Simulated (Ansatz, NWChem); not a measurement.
**Strength of the C–C bond: C2H6O2 → 2 CH3O**

Gas-phase species: C2H6O2 (ethylene glycol) `OCCO`, singlet; CH3O (hydroxymethyl radical) `[CH2]O`, doublet. 

Shapes, held fixed at every level: PBE0-D4/def2-TZVP. Flexible molecules stand in one conformer, not always the lowest. Programs: Ansatz 0.2.0, NWChem 7.3.0. A level may come from different programs for different species; with the same settings they agree closely. The zero-point and thermal change to 298 K, harmonic and unscaled (PBE0-D4/def2-TZVP), is -22.1 kJ/mol.

(1) Estimate the reaction enthalpy at 298 K.

Results:

(1) From tabulated heats of formation (Active Thermochemical Tables), ΔH(298 K) = +357.2 kJ/mol. Nearest: PBE0/def2-SVP (-12.1); farthest: HF/def2-SVP (-104.4). 0 of 5 levels lie within 10 kJ/mol. Electron pairs are made or broken, so correlation matters. Open shells run unrestricted.

```csv
level,kind,ΔH (kJ/mol),computed − measured
HF/STO-3G,Hartree–Fock,+319.5,-37.7
HF/3-21G,Hartree–Fock,+264.0,-93.2
HF/def2-SVP,Hartree–Fock,+252.8,-104.4
B3LYP/6-31G* (Cartesian functions),global hybrid,+338.5,-18.7
PBE0/def2-SVP,global hybrid,+345.2,-12.1
```
